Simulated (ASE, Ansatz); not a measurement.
# Forces and charges in the unslipped end of a generalised stacking fault on (110) of a KCl-RbCl solid solution (80 atoms), part 2 of 2

Aim: energy, forces, charges and density of states of the unslipped end of a generalised stacking fault on (110) of a KCl-RbCl solid solution (80 atoms) at a fixed geometry.

Ansatz 0.2.0; Kohn-Sham DFT, PBE, PAW (set soft_2), plane waves.

The cell: 13 Rb, 40 Cl and 27 K. The host structure and its lattice constant were typed by rule, without a check against the phase diagram.

So far. Step 2 (Plane-wave single point): The stored curve holds about 560 of the 640 electrons; the rest, give or take the few that broadening carries across the Fermi level, lie in deeper levels below its range.

### 2. Plane-wave single point (continued)

Valence density in the ca plane at fractional y = 0.000, with atoms of Rb and Cl and K within 0.2 Å of it. It is the smooth field of the valence electrons, not physical close to the nuclei.

Ten even steps from '0' (0.0 e/Å³) to '9' (4.2 e/Å³), each cell a mean:
```
44420000000002798300000000026984000000000144
34310000000001343100000000002441000000000023
11100001221000010000012210000000000122100001
00000023332000000000133320000000001333210000
00000023033100000000231231000000002312310000
00000023232000000000232331000000001323310000
00000012321000000000123310000000001233100000
22200000100000122000001100001220000011000012
44420000000001586200000000015773000000000147
43430000000003899400000000027994100000000169
43430000000002697300000000026984000000000159
34310000000000343100000000002441000000000024
11100001210000000000012210000000000122100000
00000023332000000000133320000000001333210000
00000023033100000000230231000000002311310000
00000023232000000000232331000000001323310000
00000012321000000000123310000000000233200000
22100001110000122000001100001220000011000012
44420000000001576200000000014773000000000134
43430000000003899400000000027995100000000243
```
Columns run along c (16.0 Å, from fractional 0.39 to 1.00 of the cell), rows up along a (7.3 Å). Atoms in or near the plane, at fractional coordinates: Rb at (0.00, 0.00), K at (0.00, 0.50), Rb at (0.40, 0.00), Cl at (0.50, 0.25), Rb at (0.40, 0.50), Cl at (0.50, 0.75), K at (0.60, 0.00), Cl at (0.70, 0.25), K at (0.60, 0.50), Cl at (0.70, 0.75), K at (0.80, 0.00), Cl at (0.90, 0.25), K at (0.80, 0.50), Cl at (0.90, 0.75).

Electrostatic potential energy in the ca plane at fractional y = 0.000, with atoms of Rb and Cl and K within 0.2 Å of it. With pseudopotentials it is smooth inside the atoms' cores, unlike the true potential.

Values in eV, 11 rows by 16 columns, each cell a mean:
```
-36   7   9   9  -8 -30   3   9   9  -5 -58  -8   9   9   4 -29
  1   7 -12   1   6   1   7  -7  -4   6  -3   6  -2  -9   7   1
  7   5 -43 -14   8   7   8 -34 -26   8   7   8 -22 -37   7   7
  5   7 -20  -2   6   2   7 -14  -9   7   3   7  -7 -17   7   4
-16   7   8   8 -11 -42   3   8   8  -1 -43  -4   8   8   5 -23
-29   7  10   8 -26 -66  -2   9   9 -10 -68 -16   9  10   3 -37
 -7   8   4   7  -3 -24   5   5   6   2 -28   0   6   5   7 -11
  7   6 -32  -7   7   5   7 -25 -17   8   5   7 -14 -27   8   6
  7   5 -39 -11   8   7   8 -30 -21   8   6   8 -19 -33   7   7
 -6   8  -1   6   2  -7   6   1   3   4 -13   4   4   0   7  -6
-45   6  10   9 -13 -37   2   9   9  -9 -65 -13   9   9   3 -36
```
Columns run along c (16.0 Å, from fractional 0.00 to 0.61 of the cell; values clipped at the 3rd and 97th percentile), rows up along a (7.3 Å). Atoms in or near the plane, at fractional coordinates: Cl at (0.10, 0.25), Cl at (0.10, 0.75), K at (0.20, 0.00), Cl at (0.30, 0.25), Rb at (0.20, 0.50), Cl at (0.30, 0.75), Rb at (0.40, 0.00), Cl at (0.50, 0.25), Rb at (0.40, 0.50), Cl at (0.50, 0.75), K at (0.60, 0.00), K at (0.60, 0.50).

Mean Löwdin charges: Cl -0.70, K +0.75, Rb +0.80 e (they miss 0.43 % of the electrons, so they add up to more than the cell's charge).

### 3. Distances and neighbours

These statistics describe the geometry on which the runs were made.

Density 3.00 g/cm³, 24.80 Å³ an atom.

Pair distribution functions g(r), in bins of 0.2 Å:

```
r (Å)  total  Cl-Cl   Cl-K  Cl-Rb   K-K  K-Rb  Rb-Rb
 3.10   6.75   0.00  13.30  14.00  0.00  0.00   0.00
 3.30   1.03   0.00   2.30   1.59  0.00  0.00   0.00
 3.50   0.00   0.00   0.00   0.00  0.00  0.00   0.00
 3.70   4.39   8.76   0.00   0.00  8.53  9.30   7.60
 3.90   0.00   0.00   0.00   0.00  0.00  0.00   0.00
 4.10   0.00   0.00   0.00   0.00  0.00  0.00   0.00
 4.30   0.00   0.00   0.00   0.00  0.00  0.00   0.00
 4.50   0.00   0.00   0.00   0.00  0.00  0.00   0.00
 4.70   0.00   0.00   0.00   0.00  0.00  0.00   0.00
 4.90   0.00   0.00   0.00   0.00  0.00  0.00   0.00
 5.10   3.00   5.95   0.00   0.00  5.75  6.15   6.65
 5.30   1.39   2.81   0.00   0.00  3.00  2.71   2.06
 5.50   0.00   0.00   0.00   0.00  0.00  0.00   0.00
 5.70   0.00   0.00   0.00   0.00  0.00  0.00   0.00
 5.90   0.00   0.00   0.00   0.00  0.00  0.00   0.00
 6.10   6.38   0.00  12.76  12.78  0.00  0.00   0.00
 6.30   1.76   3.52   0.00   0.00  2.90  4.67   1.39
 6.50   0.19   0.38   0.00   0.00  0.53  0.22   0.45
 6.70   0.00   0.00   0.00   0.00  0.00  0.00   0.00
 6.90   0.00   0.00   0.00   0.00  0.00  0.00   0.00
 7.10   0.00   0.00   0.00   0.00  0.00  0.00   0.00
 7.30   0.98   1.96   0.00   0.00  2.29  1.17   3.65
 7.50   0.12   0.23   0.00   0.00  0.31  0.16   0.34
 7.70   0.00   0.00   0.00   0.00  0.00  0.00   0.00
 7.90   1.77   0.00   3.53   3.60  0.00  0.00   0.00
```

Bonds by pair of elements; cutoffs follow the first minimum of g(r), held within bounds set by covalent radii, and pairs that aren't listed don't count as bonded:

| pair A-B | cutoff (Å) | bonds | mean length (Å) | spread (Å) | shortest (Å) | B about A | A about B |
| --- | --- | --- | --- | --- | --- | --- | --- |
| Cl-K | 3.62 | 216 | 3.18 | 0.024 | 3.14 | 5.4 | 8 |
| Cl-Rb | 3.62 | 104 | 3.18 | 0.02 | 3.15 | 2.6 | 8 |

How many atoms have how many bonded neighbours:

```
element  mean   8
     Cl     8  40
      K     8  27
     Rb     8  13
```

Bond angles (no mean is given where the spread exceeds 20°):

```
   angle  count  mean (°)  spread (°)
 Cl-K-Cl    756         -           -
 K-Cl-Rb    524         -           -
  K-Cl-K    494         -           -
Cl-Rb-Cl    364         -           -
Rb-Cl-Rb    102         -           -
```

With the cutoffs above, all Cl atoms have 8, all K atoms have 8 and all Rb atoms have 8 bonded neighbours.

A closer look about Cl44, picked at random: 15 atoms, nearest first, numbered in the order of the input, with positions taken from that point.

```csv
atom,x,y,z,distance (Å),bonds,Löwdin charge (e),Fx,Fy,Fz (eV/Å)
Cl44,0.00,0.00,0.00,0.00,8,-0.70,-0.122,-0.086,-0.034
K47,-1.82,-2.59,0.00,3.16,8,0.76,-0.062,0.011,-0.020
Rb57,1.83,0.02,2.59,3.17,8,0.80,-0.016,-0.021,-0.007
K45,1.83,-2.59,-0.02,3.17,8,0.75,0.018,-0.009,0.012
K59,-1.84,0.01,2.58,3.18,8,0.75,-0.005,-0.004,-0.004
K53,1.82,2.60,-0.02,3.18,8,0.74,-0.003,0.023,-0.002
Rb41,1.83,0.02,-2.60,3.18,8,0.80,-0.041,0.022,-0.027
Rb55,-1.84,2.61,-0.02,3.19,8,0.80,-0.013,-0.018,0.008
K43,-1.84,0.02,-2.61,3.19,8,0.75,-0.008,0.003,0.035
Cl48,-0.02,-2.57,2.58,3.64,8,-0.70,-0.123,-0.031,0.036
Cl42,3.65,0.01,0.00,3.65,8,-0.70,0.138,-0.120,-0.034
Cl32,-0.01,-2.59,-2.60,3.67,8,-0.70,-0.104,-0.102,0.227
Cl56,-0.01,2.62,2.58,3.68,8,-0.70,-0.087,-0.049,-0.141
Cl42,-3.69,0.01,0.00,3.69,8,-0.70,0.138,-0.120,-0.034
Cl40,-0.01,2.61,-2.61,3.70,8,-0.70,0.008,0.115,-0.112
```

The column of bonds counts only the pairs Cl-K within 3.62 Å, Cl-Rb within 3.62 Å; other neighbours, such as metal atoms beside each other in a compound, aren't counted, and periodic images can show an atom twice.

### 4. Summary of results

- free energy per atom: -1591.5221 eV/atom
- density: 3 g/cm³
- pressure: 4.845 GPa
- r.m.s. force component: 0.1018 eV/Å
- gap (highest filled to lowest empty level): 5.572 eV
- wall time of the 1 DFT run: 41 s

**Reading.** Filled and empty levels are parted by 5.57 eV on the run's k-points; the mesh holds the band edges only if they fold onto it, so the gap at this level can be narrower or closed, while semilocal functionals tend to narrow gaps against experiment. With the cutoffs above, all Cl atoms have 8, all K atoms have 8 and all Rb atoms have 8 bonded neighbours.

Caveats: The geometry was built by rule, was displaced at random and isn't relaxed at this level: its force components are 0.10 eV/Å r.m.s. The pressure of 4.8 GPa shows the cell to be compressed for this functional.

[Logs are printed without paths, hosts, clocks, repeated set-up lines and the standing remarks that a program may print on its own settings, such as how far it seeks lower states.]

[Hosts, paths, dates, database ids (printed as entryN), source tags and the programs' standing remarks are cut or masked in the printed files.]
